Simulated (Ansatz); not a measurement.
Geometry optimisation in Ansatz: input, command and trajectory.

```yaml
crystal:
  lattice:
    - [1.2324491346, 0.7115548396, 3.3368942073]
    - [-1.2324491346, 0.7115548396, 3.3368942073]
    - [0.0, -1.4231096792, 3.3368942073]
  atoms:
    - { symbol: C, position: [0.8334132834, 0.8334132834, 0.8334132834] }
    - { symbol: C, position: [0.1665867166, 0.1665867166, 0.1665867166] }
basis:
  ecutwfc: 420
kpoints:
  mp_grid: { grid: [12, 12, 12] }
hamiltonian:
  xc: pbe
  dispersion: d3bj
scf:
  occupations: { method: gaussian, width: 0.02 }
output:
  forces: true
  stress: true
  eigenvalues: true
  write_density: true
  write_potential: true
  elf: true
  volumetric_format: npy
relax:
  adjacent_minimum: "off"
  f_tol: 0.005
  max_steps: 80
  cell: { stress_tol: 0.05 }
```

```bash
ansatz run input.yaml --threads 1 --pin off --max-ram 2560MiB --backend cpu --events-out ev --progress --plain --runs-dir out
```

The calculation used Ansatz 0.2.0, DFT PBE+D3(BJ), scalar-relativistic, plane waves, PAW.

Of 5 frames 4 are shown, positions in Å and forces in eV/Å; the SCF threshold varies from step to step. Steps run on the plane waves of an earlier cell, with a Pulay correction in the pressure. The basis is chosen afresh for the last frame, the zero of the energies, and at times for earlier ones too; energy and pressure step there, also at an unchanged geometry.

```xyz
2
Lattice="1.2324 0.7116 3.3369 -1.2324 0.7116 3.3369 0.0000 -1.4231 3.3369" Properties=species:S:1:pos:R:3:forces:R:3 pbc="T T T" step=1 free_energy_over_end_meV_per_atom=-0.01 pressure_GPa=0.10
C     0.0000    0.0000    8.3430    0.0000    0.0000    0.0015
C     0.0000    0.0000    1.6676    0.0000    0.0000   -0.0015
2
Lattice="1.2325 0.7116 3.3447 -1.2325 0.7116 3.3447 0.0000 -1.4232 3.3447" Properties=species:S:1:pos:R:3:forces:R:3 pbc="T T T" step=2 free_energy_over_end_meV_per_atom=0.06 pressure_GPa=0.02
C     0.0000    0.0000    8.3625    0.0000    0.0000   -0.0009
C     0.0000    0.0000    1.6715    0.0000    0.0000    0.0009
2
Lattice="1.2325 0.7116 3.3447 -1.2325 0.7116 3.3447 0.0000 -1.4232 3.3447" Properties=species:S:1:pos:R:3:forces:R:3 pbc="T T T" step=3 free_energy_over_end_meV_per_atom=0.00 pressure_GPa=0.04
C     0.0000    0.0000    8.3625    0.0000    0.0000   -0.0009
C     0.0000    0.0000    1.6715    0.0000    0.0000    0.0009
2
Lattice="1.2325 0.7116 3.3486 -1.2325 0.7116 3.3486 0.0000 -1.4232 3.3486" Properties=species:S:1:pos:R:3:forces:R:3 pbc="T T T" step=5 free_energy_over_end_meV_per_atom=0.00 pressure_GPa=0.01
C     0.0000    0.0000    8.3722    0.0000    0.0000    0.0005
C     0.0000    0.0000    1.6735    0.0000    0.0000   -0.0005
```

Time: 6.9 s on 1 thread of Intel(R) Xeon(R) 6975P-C (Granite Rapids), with other jobs on the host, peak memory 0.35 GiB.